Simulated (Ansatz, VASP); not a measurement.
# BAs in VASP and in Ansatz

The input INCAR:

```
SYSTEM = BAs
  PREC = Accurate
  ENCUT = 600
  EDIFF = 1E-6
  ISMEAR = -1
  SIGMA = 0.05
  LREAL = .False.
  LASPH = .True.
  NELM = 100
  ALGO = Fast
  ISIF = 3
  LWAVE = .False.
  LCHARG = .False.
  GGA = CA
  IBRION = 2
  NSW = 60
  EDIFFG = -0.01
```

The input KPOINTS:

```
regular mesh
0
Gamma
  9 9 9
  0 0 0
```

File POSCAR:

```
BAs
1.0
    2.9343700000      0.0000000000      0.0000000000
    0.0000000000      2.9343700000      0.0000000000
    0.0000000000      0.0000000000      2.9343700000
B As
1 1
Direct
    0.5000000000      0.5000000000      0.5000000000
    0.0000000000      0.0000000000      0.0000000000
```

input.yaml

```yaml
crystal:
  lattice:
    - [2.93437, 0.0, 0.0]
    - [0.0, 2.93437, 0.0]
    - [0.0, 0.0, 2.93437]
  atoms:
    - { symbol: B, position: [0.5, 0.5, 0.5] }
    - { symbol: As, position: [0.0, 0.0, 0.0] }
hamiltonian:
  xc: lda
  pseudopotentials: { kind: paw }
kpoints:
  mp_grid: { grid: [9, 9, 9] }
scf:
  occupations: { method: fermi_dirac, width: 0.05 }
output:
  forces: true
  stress: true
  eigenvalues: true
relax:
  f_tol: 0.01
  max_steps: 40
  cell: { stress_tol: 0.05 }
```

The cell was built by a generator and needn't be a form met in nature.

Alike in both runs: task relaxation of cell and atoms; functional LDA; k mesh 9 × 9 × 9; occupations fermi-dirac, width 0.05 eV; no spin polarisation.

```csv
,VASP,Ansatz
version,VASP 6.6.1,Ansatz 0.2.0
potentials or method,"VASP PAW LDA potentials, release 64 (B, As)",Ansatz PAW
plane-wave cutoff (eV),600,420
valence electrons in the cell,8,18
```

Ansatz gave:

- gap on the k mesh at the Fermi level, each at its own relaxed structure (eV): none
- relaxed volume (Å³/atom): 11.99
- relaxed cell length with the largest relative difference (Å): 2.884
- energy change over the relaxation (meV/atom): -12

**Question.** What did VASP give for the same quantities?

**Answer.** gap on the k mesh at the Fermi level, each at its own relaxed structure (eV): none; relaxed volume (Å³/atom): 12.03; relaxed cell length with the largest relative difference (Å): 2.887; energy change over the relaxation (meV/atom): -10.

A gap of «none» marks a metal or a gap that the smearing closes. The two sets of potentials don't hold the same shells in valence.

Caveats: the plane-wave basis is chosen anew once the cell has moved, so the energies of steps on either side of that aren't comparable (Ansatz); the PAW data sets come from PBE, with cores solved anew for the run's functional, which leaves a small shift of forces and pressure (Ansatz).
